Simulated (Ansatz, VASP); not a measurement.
One calculation of AlN, two programs

```
Al N
1.0
     3.12859    0.00000    0.00000
    -1.56429    2.70944    0.00000
     0.00000    0.00000    5.01696
Al N
2 2
Direct
  0.66667 0.33333 0.49929
  0.33333 0.66667 0.99929
  0.66667 0.33333 0.88071
  0.33333 0.66667 0.38071
```

The cell is a database's computed one.

Alike in both runs: task relaxation of cell and atoms; functional PBE; k mesh 9 × 9 × 4; occupations gaussian, width 0.02 eV; no spin polarisation.

|  | VASP | Ansatz |
| --- | --- | --- |
| version | VASP 6.6.1 | Ansatz 0.2.0 |
| potentials or method | VASP PAW PBE potentials, release 64 (Al, N) | scalar-relativistic, plane waves, PAW |
| plane-wave cutoff (eV) | 600 | 420 |
| valence electrons in the cell | 16 | 16 |

|  | VASP | Ansatz | Ansatz less VASP |
| --- | --- | --- | --- |
| gap on the k mesh at the Fermi level, each at its own relaxed structure (eV) | 4.06 | 4.03 | -0.029 |
| relaxed volume (Å³/atom) | 10.62 | 10.65 | +0.022 |
| relaxed cell length with the largest relative difference (Å) | 3.128 | 3.130 | +0.0024 |

As with any semilocal functional, this PBE gap is likely too small.
